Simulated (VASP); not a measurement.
BaZrO3:

```
Ba Zr O
1.0
     4.19134    0.00000    0.00000
     0.00000    4.19134    0.00000
     0.00000    0.00000    4.19134
Ba Zr O
1 1 3
Direct
  0.00000 0.00000 0.00000
  0.50000 0.50000 0.50000
  0.50000 0.50000 0.00000
  0.50000 0.00000 0.50000
  0.00000 0.50000 0.50000
```

Base run:

```yaml
Program: VASP 6.6.1
Functional: HSE06
Potentials_or_basis: VASP PAW PBE potentials, release 64 (Ba_sv, Zr_sv, O)
Cutoff: 520 eV
k_mesh: 4 × 4 × 4
Occupations: gaussian, width 0.02 eV
Spin: no spin polarisation
```

Its results: band gap on the k mesh 4.69 eV, indirect (least direct gap 4.98 eV); pressure 1.1 GPa.

**Question.** The run is repeated on the same cell with these changes: functional from HSE06 to HSE03. What comes out?

**Answer.** Band gap on the k mesh 4.42 eV, indirect (least direct gap 4.71 eV); pressure 1.3 GPa.

Caveats: the PAW data sets were made with another functional, which shifts forces and pressure a little; spin-orbit coupling is left out, which moves the levels of the heavy elements.
